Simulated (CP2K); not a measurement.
Crystal: CdSe.

```
Cd Se
1.0
     4.34202    0.00000    0.00000
     2.17101    3.76030    0.00000
     2.17101    1.25343    3.54524
Cd Se
1 1
Direct
  0.00000 0.00000 0.00000
  0.25000 0.25000 0.25000
```

Measurements of this composition are mostly on another form, of space group No. 186.

Base run:

| Item | Value |
| --- | --- |
| Program | CP2K 2026.2 |
| Functional | PBE |
| Potentials or basis | GTH_POTENTIALS Cd GTH-PADE-q12, Se GTH-PADE-q6; DZVP-MOLOPT-SR-GTH basis |
| Density cutoff | 6123 eV |
| k mesh | 8 × 8 × 8 |
| Occupations | fermi-dirac, width 0.05 eV |
| Spin | no spin polarisation |

Its results: band gap on the k mesh 0.55 eV, direct; pressure 0.8 GPa.

Q: After a change of settings the same cell gave: band gap on the k mesh 0.55 eV, direct; pressure 2.1 GPa. Which change was it?
A. potentials or basis from GTH_POTENTIALS Cd GTH-PADE-q12, Se GTH-PADE-q6; DZVP-MOLOPT-SR-GTH basis to POTENTIAL_UZH Cd GTH-PBE0-q12, Se GTH-PBE0-q6; DZVP-MOLOPT-SR-GTH basis; potentials from Cd GTH-PADE-q12 of GTH_POTENTIALS, Se GTH-PADE-q6 of GTH_POTENTIALS to Cd GTH-PBE0-q12 of POTENTIAL_UZH, Se GTH-PBE0-q6 of POTENTIAL_UZH
B. potentials or basis from GTH_POTENTIALS Cd GTH-PADE-q12, Se GTH-PADE-q6; DZVP-MOLOPT-SR-GTH basis to POTENTIAL_UZH Cd GTH-SCAN-q12, Se GTH-SCAN-q6; DZVP-MOLOPT-SR-GTH basis; potentials from Cd GTH-PADE-q12 of GTH_POTENTIALS, Se GTH-PADE-q6 of GTH_POTENTIALS to Cd GTH-SCAN-q12 of POTENTIAL_UZH, Se GTH-SCAN-q6 of POTENTIAL_UZH
C. potentials or basis from GTH_POTENTIALS Cd GTH-PADE-q12, Se GTH-PADE-q6; DZVP-MOLOPT-SR-GTH basis to GTH_POTENTIALS Cd GTH-PBE-q12, Se GTH-PBE-q6; DZVP-MOLOPT-SR-GTH basis; potentials from Cd GTH-PADE-q12 of GTH_POTENTIALS, Se GTH-PADE-q6 of GTH_POTENTIALS to Cd GTH-PBE-q12 of GTH_POTENTIALS, Se GTH-PBE-q6 of GTH_POTENTIALS

A: C.

Caveats: the basis of atomic orbitals isn't converged, which shifts pressures, moduli and gaps; the potentials were made for another functional, which shifts forces and pressure (some runs).
